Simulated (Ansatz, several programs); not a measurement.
An ordered 8-atom cell of In₃GaAs₄ on the zincblende lattice (P-4m2), relaxed with PBE in Ansatz (plane waves, PAW): it is tetragonal, P-4m2 (No. 115); conventional cell a = 4.296 Å, c = 12.182 Å, 28.11 Å³ an atom. Around Ga lie 4 As at 2.54 Å; around As lie 2 Ga at 2.54 Å and 2 In at 2.67 Å; around In lie 4 As at 2.66–2.67 Å; around As lie 4 In at 2.66 Å; around In lie 4 As at 2.66 Å. The cell was then scaled with its shape and fractional coordinates held, which makes it stiffer than a relaxed compression. These are computed values for a spin-unpolarised cell that may be hypothetical; none is a measurement.

```tsv
V (Å³/atom)	E (meV/atom)
26.420	17.91
28.107	0.00
28.950	3.90
29.793	14.56
```

(1) Pass a cubic E = c₀ + c₁u + c₂u² + c₃u³, with u = V − 28.318 Å³, through these points.

(2) Where is the minimum, and what bulk modulus follows?

(3) Predict the energy and the pressure at the withheld volume, 27.264 Å³.

## Answers

(1) c₀ = 0.27, c₁ = +2.441, c₂ = 5.469, c₃ = -0.3761 (meV and Å³).

(2) dE/du = 0 at u = -0.218, so V₀ = 28.10 Å³. B = V₀ d²E/dV² = 28.10 × (2c₂ + 6c₃u) = 28.10 × 11.431 = 321 meV/Å³, and 1 meV/Å³ is 0.16022 GPa: 51 GPa. A third-order Birch-Murnaghan fit to all five points gives 28.10 Å³ and 51 GPa.

(3) With u = -1.054: E ≈ 4.21 meV and P = −dE/dV ≈ +1.66 GPa. The run gives 4.16 meV and, from its stress, +1.65 GPa.
